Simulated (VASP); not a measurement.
# Sb (Pm-3m) in VASP: notebook

Aim: see how the results for Sb move with the level of theory and the settings. Levels: PBE+D2, PBEsol. Tasks: equation of state.

Program: VASP 6.6.1. These are calculated values, not measurements. Logs are shortened: lines on timing, memory, paths and dates and some standing lists are left out, and cuts for length are marked.

## (1) The crystal as given

The structure is cubic, space group Pm-3m (No. 221). The conventional cell has a = 3.160 Å, b = 3.160 Å, c = 3.160 Å, α = 90.00°, β = 90.00°, γ = 90.00°. Sb (site symmetry m-3m) is surrounded by 6 Sb at 3.16 Å.

This isn't the form of Sb at room conditions, which is rhombohedral.

## (2) Equation of state, PBE+D2

Input file run.py:

```python
from ase.calculators.vasp import Vasp
from ase.eos import EquationOfState
from ase.io import Trajectory
from ase.spacegroup import crystal
from ase.units import GPa

atoms = crystal(
    ['Sb'],
    basis=[[0.0, 0.0, 0.0]],
    spacegroup=221,
    setting=1,
    cellpar=[3.16, 3.16, 3.16, 90.0, 90.0, 90.0],
    primitive_cell=True,
)
calc = Vasp(
    directory='calc',
    xc='pbe',
    pp='PBE',
    setups='recommended',
    prec='Accurate',
    encut=600,
    ediff=1e-07,
    ismear=-1,
    sigma=0.01,
    lreal=False,
    lasph=True,
    nelm=100,
    algo='Fast',
    isif=2,
    lwave=False,
    lcharg=False,
    ivdw=1,
    kpts=[8, 8, 8],
    gamma=True,
)
atoms.calc = calc
cell = atoms.cell.copy()
volumes, energies = [], []
traj = Trajectory('eos.traj', 'w')
for x in [0.94, 0.96, 0.98, 1.0, 1.02, 1.04, 1.06]:
    atoms.set_cell(cell * x ** (1 / 3), scale_atoms=True)
    volumes.append(atoms.get_volume())
    energies.append(atoms.get_potential_energy())
    traj.write(atoms)
    print(f'{x:5.2f} {volumes[-1]:12.5f} {energies[-1]:14.6f}')

v0, e0, B = EquationOfState(volumes, energies, eos='vinet').fit()
print(f'V0 = {v0:.4f} A^3, E0 = {e0:.6f} eV, B = {B / GPa:.2f} GPa')
```

Potentials or basis: VASP PAW PBE potentials, release 64 (Sb).

The run is started by

```
python run.py
```

Log:

```text
0.94     29.66123      -4.498716
 0.96     30.29232      -4.487375
 0.98     30.92341      -4.472165
 1.00     31.55450      -4.453611
 1.02     32.18559      -4.432159
 1.04     32.81668      -4.408214
 1.06     33.44777      -4.382124
<dir> UserWarning: The minimum volume of your fit is not in your volumes.  You may not have a minimum in your dataset!
  warnings.warn(
V0 = 28.5073 A^3, E0 = -4.507504 eV, B = 65.40 GPa
```

OUTCAR:

```text
ENCUT = 600.000000
   EDIFF = 1.00e-07
   GGA = PE
   PREC = Accurate
   ISIF = 2
   ISMEAR = -1
   NELM = 100
   IVDW = 1
   LASPH = .TRUE.
   LREAL = .FALSE.
  IVDW =   1

 ion  position               nearest neighbor table
   1  0.000  0.000  0.000-

  LATTYP: Found a simple cubic cell.
 ALAT       =     3.2219765189

  Lattice vectors:

 A1 = (   3.2219765189,   0.0000000000,   0.0000000000)
 A2 = (   0.0000000000,   3.2219765189,   0.0000000000)
 A3 = (   0.0000000000,   0.0000000000,   3.2219765189)

Analysis of symmetry for initial positions (statically):
=====================================================================
 Subroutine PRICEL returns:
 Original cell was already a primitive cell.

 Routine SETGRP: Setting up the symmetry group for a
 simple cubic supercell.

 Subroutine GETGRP returns: Found 48 space group operations
 (whereof 48 operations were pure point group operations)
 out of a pool of 48 trial point group operations.

The static configuration has the point symmetry O_h .

Analysis of symmetry for dynamics (positions and initial velocities):
=====================================================================
 Subroutine PRICEL returns:
 Original cell was already a primitive cell.

 Routine SETGRP: Setting up the symmetry group for a
 simple cubic supercell.

 Subroutine GETGRP returns: Found 48 space group operations
 (whereof 48 operations were pure point group operations)
 out of a pool of 48 trial point group operations.

The dynamic configuration has the point symmetry O_h .

 Subroutine INISYM returns: Found 48 space group operations
 (whereof 48 operations are pure point group operations),
 and found     1 'primitive' translations

----------------------------------------------------------------------------------------

                                     Primitive cell

  volume of cell :      33.4478

  direct lattice vectors                    reciprocal lattice vectors
     3.221976519  0.000000000  0.000000000     0.310368494  0.000000000  0.000000000
     0.000000000  3.221976519  0.000000000     0.000000000  0.310368494  0.000000000
     0.000000000  0.000000000  3.221976519     0.000000000  0.000000000  0.310368494

  length of vectors
     3.221976519  3.221976519  3.221976519     0.310368494  0.310368494  0.310368494

  position of ions in fractional coordinates (direct lattice)
     0.000000000  0.000000000  0.000000000

  ion indices of the primitive-cell ions
   primitive index   ion index
                 1           1

----------------------------------------------------------------------------------------

 KPOINTS: KPOINTS created by Atomic Simulation Env

Automatic generation of k-mesh.
 Grid dimensions read from file:
 generate k-points for:    8    8    8

 Generating k-lattice:

  Cartesian coordinates                     Fractional coordinates (reciprocal lattice)
     0.038796062  0.000000000  0.000000000     0.125000000  0.000000000  0.000000000
     0.000000000  0.038796062  0.000000000     0.000000000  0.125000000  0.000000000
     0.000000000  0.000000000  0.038796062     0.000000000  0.000000000  0.125000000

  Length of vectors
     0.038796062  0.038796062  0.038796062

  Shift w.r.t. Gamma in fractional coordinates (k-lattice)
     0.000000000  0.000000000  0.000000000

 Subroutine IBZKPT returns following result:
 ===========================================

 Found     35 irreducible k-points:

 Following reciprocal coordinates:
            Coordinates               Weight
  0.000000  0.000000  0.000000      1.000000
  0.125000  0.000000  0.000000      6.000000
  0.250000  0.000000  0.000000      6.000000
  0.375000  0.000000  0.000000      6.000000
  0.500000  0.000000  0.000000      3.000000
  0.125000  0.125000  0.000000     12.000000
[... 16 lines left out ...]
  0.375000  0.375000  0.125000     24.000000
  0.500000  0.375000  0.125000     24.000000
 [... further k-points ...]
   k-points           NKPTS =     35   k-points in BZ     NKDIM =     35   number of bands    NBANDS=      6
   number of dos      NEDOS =    301   number of ions     NIONS =      1
   total plane-waves  NPLWV =  21952
   dimension x,y,z NGX =    28 NGY =   28 NGZ =   28
   dimension x,y,z NGXF=    56 NGYF=   56 NGZF=   56
   ions per type =               1
   NGX,Y,Z   is equivalent  to a cutoff of  14.45, 14.45, 14.45 a.u.
   NGXF,Y,Z  is equivalent  to a cutoff of  28.89, 28.89, 28.89 a.u.
 SYSTEM =  unknown system
   PREC   = accura    normal or accurate (medium, high low for compatibility)
   ISTART =      0    job   : 0-new  1-cont  2-samecut
   ICHARG =      2    charge: 1-file 2-atom 10-const
   ISPIN  =      1    spin polarized calculation?
   LNONCOLLINEAR =      F non collinear calculations
   LSORBIT =      F    spin-orbit coupling
   LASPH  =      T    aspherical Exc in radial PAW
   ENCUT  =  600.0 eV  44.10 Ry    6.64 a.u.   6.44  6.44  6.44*2*pi/ulx,y,z
   NELM   =    100;   NELMIN=  2; NELMDL=  0     # of ELM steps
   EDIFF  = 0.1E-06   stopping-criterion for ELM
   LREAL  =      F    real-space projection
   EDIFFG = 0.1E-05   stopping-criterion for IOM
   NSW    =      0    number of steps for IOM
   IBRION =     -1    ionic relax: 0-MD 1-quasi-New 2-CG
   NFREE  =      0    steps in history (QN), initial steepest desc. (CG)
   ISIF   =      2    stress and relaxation
   ISYM   =      2    0-nonsym 1-usesym 2-fastsym
   POTIM  = 0.5000    time-step for ionic-motion
   TEBEG  =    0.0;   TEEND  =   0.0 temperature during run
   PSTRESS=    0.0 pullay stress
   NELECT =       5.0000    total number of electrons
   NUPDOWN=      -1.0000    fix difference up-down
   EMIN   =  10.00;   EMAX   =-10.00  energy-range for DOS
   EFERMI =   0.00;   METHOD = LEGACY
   ISMEAR =    -1;   SIGMA  =   0.01  broadening in eV -4-tet -1-fermi 0-gaus
   EFERMI_NEDOS =   21; number of points for ismear=-14 and -15
   IALGO  =     68    algorithm
   IMIX   =      4    mixing-type and parameters
     AMIX     =   0.40;   BMIX     =  1.00
     AMIX_MAG =   1.60;   BMIX_MAG =  1.00
  volume/ion in A,a.u.               =      33.45       225.72
  Fermi-wavevector in a.u.,A,eV,Ry     =   0.868845  1.641880 10.270932  0.754892
  Thomas-Fermi vector in A             =   1.987582
   LORBIT       =      0    0 simple, 1 ext, 2 COOP (PROOUT), +10 PAW based schemes
   GGA     = PE    functional components
   LHFCALC =     F    Hartree Fock is set to
   AEXX    =    0.0000 exact exchange contribution
   IVDW    =     1    specifies the selected vdW correction
   LEPSILON=     F    determine dielectric tensor
   LRPA    =     F    only Hartree local field effects (RPA)
 non-spin polarized calculation
 RMM-DIIS sequential band-by-band and
  energy-cutoff  :      600.00
  volume of cell :       33.45
 maximum number of plane-waves:      1141
 NGX is ok and might be reduce to    28
   NGX = 13   NGY = 13   NGZ = 13

 number of electron       5.0000000 magnetization

 Free energy of the ion-electron system (eV)
  ---------------------------------------------------
  ext. energy  EPLUGINS =         0.00000000
  ---------------------------------------------------
  free energy    TOTEN  =        -4.02209584 eV

  energy without entropy =       -4.02080271  energy(sigma->0) =       -4.02144927

 E-fermi :   5.7166     XC(G=0):  -9.1459

 val. band max:        5.7149550278   @ k =   0.3750   0.2500   0.1250
 cond. band min:       5.8758669897   @ k =   0.2500   0.2500   0.2500
 fundamental gap:      0.1609119619
 Fermi energy:         5.7166255680

 k-point     1 :       0.0000    0.0000    0.0000
  band No.  band energies     occupation
      1      -5.7991      2.00000
      2       8.7411      0.00000
      3       8.7411      0.00000
      4       8.7411      0.00000
      5      12.5852      0.00000
      6      12.5852      0.00000

 k-point     2 :       0.1250    0.0000    0.0000
  band No.  band energies     occupation
      1      -5.6007      2.00000
      2       6.7961      0.00000
      3       8.9290      0.00000
      4       8.9290      0.00000
      5      12.7537      0.00000
      6      13.2283      0.00000
[... 190 lines left out ...]
 k-point    24 :       0.5000    0.3750    0.1250
  band No.  band energies     occupation
      1      -1.9690      2.00000
      2       2.5312      2.00000
      3       3.8886      2.00000
      4       9.3389      0.00000
      5      10.0372      0.00000
      6      15.2752      0.00000

 [... further k-points ...]

------------------------ aborting loop because EDIFF is reached ----------------------------------------

  DFT-D2 method for vdW energy calculation

  Number of pair interactions contributing to vdW energy:   15514

  Edisp (eV):   -0.36068

  FORCE on cell =-STRESS in cart. coord.  units (eV):
  Direction    XX          YY          ZZ          XY          YZ          ZX
  --------------------------------------------------------------------------------------
  -------------------------------------------------------------------------------------
  Total      -1.43410    -1.43410    -1.43410     0.00000     0.00000     0.00000
  in kB     -68.69476   -68.69476   -68.69476     0.00000     0.00000     0.00000
  external pressure =      -68.69 kB  Pullay stress =        0.00 kB

 VOLUME and BASIS-vectors are now :
 -----------------------------------------------------------------------------
  energy-cutoff  :      600.00
  volume of cell :       33.45
      direct lattice vectors                 reciprocal lattice vectors
     3.221976519  0.000000000  0.000000000     0.310368494  0.000000000  0.000000000
     0.000000000  3.221976519  0.000000000     0.000000000  0.310368494  0.000000000
     0.000000000  0.000000000  3.221976519     0.000000000  0.000000000  0.310368494

 POSITION                                       TOTAL-FORCE (eV/Angst)
 -----------------------------------------------------------------------------------
      0.00000      0.00000      0.00000         0.000000      0.000000      0.000000
 -----------------------------------------------------------------------------------
    total drift:                               -0.000000      0.000000      0.000000

  FREE ENERGIE OF THE ION-ELECTRON SYSTEM (eV)
  ---------------------------------------------------
  free  energy   TOTEN  =        -4.3827710338 eV

  energy  without entropy=       -4.3814779000  energy(sigma->0) =       -4.38212447
```

INCAR:

```text
ENCUT = 600.000000
SIGMA = 0.010000
EDIFF = 1.00e-07
ALGO = Fast
GGA = PE
PREC = Accurate
ISIF = 2
ISMEAR = -1
NELM = 100
IVDW = 1
LASPH = .TRUE.
LCHARG = .FALSE.
LWAVE = .FALSE.
LREAL = .FALSE.
```

It took 95 s on 1 thread of AMD EPYC 7R43 (Zen 3), shared host; peak memory 0.11 GiB.

What came out:

| Quantity | Value |
| --- | --- |
| Equilibrium volume | 28.52 Å³/atom (rough: see the caveat) |
| Bulk modulus | 66 GPa (rough) |

Energy against volume, from the lowest point:
```csv
volume (Å³/atom),energy (meV/atom)
29.661,0.00
30.292,11.34
30.923,26.55
31.554,45.10
32.186,66.56
32.817,90.50
33.448,116.59
```

Caveat: the minimum lies outside the volumes run. Spin-orbit coupling is left out, which matters for the levels of Sb.

(Continued in part 2 of 2.)
